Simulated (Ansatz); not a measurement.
# Al$_{2}$Ru: a fit and a missing row

Al$_{2}$Ru, Fddd, a = 4.707 Å, b = 7.979 Å, c = 8.783 Å. The structure is a Materials Project entry; whether it is the stable form wasn't checked. Ansatz: r2SCAN, PAW, 500 eV, Γ-centred 10×10×10 mesh on 6 atoms, Gaussian smearing 0.01 eV; no spin polarisation. Shape and atoms are relaxed at each volume; pressure is positive in compression.

```tsv
V (Å³/atom)	P (GPa)
12.919	12.93
13.331	5.95
13.743	-0.01
14.156	-5.08
14.568	?
```

**Question.** Take V0 = 13.743 Å³/atom, count pressures from its P0 = -0.01 GPa, fit the third-order Birch–Murnaghan form to the other rows, and predict the missing pressure.

**Answer.** With the Eulerian strain f = ½[(V0/V)^(2/3) − 1] and y = (P − P0)/[3f(1 + 2f)^(5/2)], the form is the line y = B0 + 1.5 B0 (B0′ − 4) f. Rows (f, y): 0.02104, 184.9; 0.01025, 184.2; -0.00977, 181.7. Means f = 0.007173, y = 183.60; Σ(Δf)² = 0.0004888, ΣΔfΔy = 0.05207; the slope is their ratio. y = 182.8 + 106.5 f GPa, so B0 = 182.8 GPa and B0′ = 4 + 2 × (106.5)/(3 × 182.8) = 4.39. At V = 14.568, f = -0.01906, y = 180.77 and P = -9.39 GPa. The run gave -9.40 GPa, so the fit is 0.01 GPa too high, within twice the rms miss on the fitted rows (0.008 GPa). The form still works here, 33 % of the fitted range beyond its end.